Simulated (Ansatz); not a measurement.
**64-atom supercell of rocksalt LiF**

Wanted: energy, pressure and frontier levels of the defect-free cell (PBEsol, HSE06 and r²SCAN).

All numbers are computed with Ansatz 0.2.0 (PAW, plane waves).

### 1 The system as built

64 atoms (32 F, 32 Li); a = 8.015 Å, b = 8.015 Å, c = 8.015 Å, α = 90.00°, β = 90.00°, γ = 90.00°.

Plan of the steps: (2) PBEsol single point at the single k point (¼, ¼, ¼), on 7 threads; (3) HSE06 single point at the single k point (¼, ¼, ¼), on 7 threads; (4) r²SCAN single point at the single k point (¼, ¼, ¼), on 7 threads.

### 2 PBEsol single point

Contents of in.yaml:

```yaml
crystal:
  lattice:
    - [8.015185, 0.000000, 0.000000]
    - [0.000000, 8.015185, 0.000000]
    - [0.000000, 0.000000, 8.015185]
  atoms:
    - { symbol: F, position: [0.250000, 0.000000, 0.000000] }
    - { symbol: F, position: [0.250000, 0.000000, 0.500000] }
    - { symbol: F, position: [0.250000, 0.500000, 0.000000] }
    - { symbol: F, position: [0.250000, 0.500000, 0.500000] }
    - { symbol: F, position: [0.750000, 0.000000, 0.000000] }
    - { symbol: F, position: [0.750000, 0.000000, 0.500000] }
    - { symbol: F, position: [0.750000, 0.500000, 0.000000] }
    - { symbol: F, position: [0.750000, 0.500000, 0.500000] }
    - { symbol: F, position: [0.000000, 0.250000, 0.000000] }
    - { symbol: F, position: [0.000000, 0.250000, 0.500000] }
    - { symbol: F, position: [0.000000, 0.750000, 0.000000] }
    - { symbol: F, position: [0.000000, 0.750000, 0.500000] }
    - { symbol: F, position: [0.500000, 0.250000, 0.000000] }
    - { symbol: F, position: [0.500000, 0.250000, 0.500000] }
    - { symbol: F, position: [0.500000, 0.750000, 0.000000] }
    - { symbol: F, position: [0.500000, 0.750000, 0.500000] }
    - { symbol: F, position: [0.000000, 0.000000, 0.250000] }
    - { symbol: F, position: [0.000000, 0.000000, 0.750000] }
    - { symbol: F, position: [0.000000, 0.500000, 0.250000] }
    - { symbol: F, position: [0.000000, 0.500000, 0.750000] }
    - { symbol: F, position: [0.500000, 0.000000, 0.250000] }
    - { symbol: F, position: [0.500000, 0.000000, 0.750000] }
    - { symbol: F, position: [0.500000, 0.500000, 0.250000] }
    - { symbol: F, position: [0.500000, 0.500000, 0.750000] }
    - { symbol: F, position: [0.250000, 0.250000, 0.250000] }
    - { symbol: F, position: [0.250000, 0.250000, 0.750000] }
    - { symbol: F, position: [0.250000, 0.750000, 0.250000] }
    - { symbol: F, position: [0.250000, 0.750000, 0.750000] }
    - { symbol: F, position: [0.750000, 0.250000, 0.250000] }
    - { symbol: F, position: [0.750000, 0.250000, 0.750000] }
    - { symbol: F, position: [0.750000, 0.750000, 0.250000] }
    - { symbol: F, position: [0.750000, 0.750000, 0.750000] }
    - { symbol: Li, position: [0.000000, 0.000000, 0.000000] }
    - { symbol: Li, position: [0.000000, 0.000000, 0.500000] }
    - { symbol: Li, position: [0.000000, 0.500000, 0.000000] }
    - { symbol: Li, position: [0.000000, 0.500000, 0.500000] }
    - { symbol: Li, position: [0.500000, 0.000000, 0.000000] }
    - { symbol: Li, position: [0.500000, 0.000000, 0.500000] }
    - { symbol: Li, position: [0.500000, 0.500000, 0.000000] }
    - { symbol: Li, position: [0.500000, 0.500000, 0.500000] }
    - { symbol: Li, position: [0.250000, 0.250000, 0.000000] }
    - { symbol: Li, position: [0.250000, 0.250000, 0.500000] }
    - { symbol: Li, position: [0.250000, 0.750000, 0.000000] }
    - { symbol: Li, position: [0.250000, 0.750000, 0.500000] }
    - { symbol: Li, position: [0.750000, 0.250000, 0.000000] }
    - { symbol: Li, position: [0.750000, 0.250000, 0.500000] }
    - { symbol: Li, position: [0.750000, 0.750000, 0.000000] }
    - { symbol: Li, position: [0.750000, 0.750000, 0.500000] }
    - { symbol: Li, position: [0.250000, 0.000000, 0.250000] }
    - { symbol: Li, position: [0.250000, 0.000000, 0.750000] }
    - { symbol: Li, position: [0.250000, 0.500000, 0.250000] }
    - { symbol: Li, position: [0.250000, 0.500000, 0.750000] }
    - { symbol: Li, position: [0.750000, 0.000000, 0.250000] }
    - { symbol: Li, position: [0.750000, 0.000000, 0.750000] }
    - { symbol: Li, position: [0.750000, 0.500000, 0.250000] }
    - { symbol: Li, position: [0.750000, 0.500000, 0.750000] }
    - { symbol: Li, position: [0.000000, 0.250000, 0.250000] }
    - { symbol: Li, position: [0.000000, 0.250000, 0.750000] }
    - { symbol: Li, position: [0.000000, 0.750000, 0.250000] }
    - { symbol: Li, position: [0.000000, 0.750000, 0.750000] }
    - { symbol: Li, position: [0.500000, 0.250000, 0.250000] }
    - { symbol: Li, position: [0.500000, 0.250000, 0.750000] }
    - { symbol: Li, position: [0.500000, 0.750000, 0.250000] }
    - { symbol: Li, position: [0.500000, 0.750000, 0.750000] }
  symmetry: { detect: false }
kpoints:
  mp_grid: { grid: [1, 1, 1], shift: [0.25, 0.25, 0.25] }
hamiltonian:
  xc: pbesol
scf:
  occupations: { method: fermi_dirac, width: 0.01 }
output:
  forces: true
  eigenvalues: true
  stress: true
  populations: true
  eigenstates: { kpoints: [[0.25, 0.25, 0.25]], e_range: [-6.0, 6.0], localisation: true }
```

### 3 Single point with HSE06

in.yaml: that of step 2 with these lines changed.

```diff
@@ -74,3 +74,3 @@
 hamiltonian:
-  xc: pbesol
+  xc: hse06
 scf:
@@ -80,3 +80,2 @@
   eigenvalues: true
-  stress: true
   populations: true
```

### 4 Single point with r²SCAN

in.yaml: that of step 3 with these lines changed.

```diff
@@ -74,3 +74,3 @@
 hamiltonian:
-  xc: hse06
+  xc: r2scan
 scf:
```

What does the calculation give? Wanted: for each run, top filled to lowest empty; energy; pressure.

As calculated:

| level | time | top filled to lowest empty (eV) | energy (eV/atom) | pressure (GPa) |
| --- | --- | --- | --- | --- |
| PBEsol | 11 s (7 CPU threads) | 9.53 | -503.2784 | 0.01 |
| HSE06 | 1.7 min (7 CPU threads) | 12.04 | -508.0594 | - |
| r²SCAN | 15 s (7 CPU threads) | 10.69 | -509.1656 | - |

**In words.** At the same k points, PBEsol gives a spacing 2.51 eV smaller and r²SCAN gives a spacing 1.34 eV smaller than the 12.04 eV of HSE06. Exact exchange costs time: HSE06 ran about 9 times as long as PBEsol on the same kind of device. With one k point the spacing samples only the states that fold onto it, so it can exceed the gap over the zone.
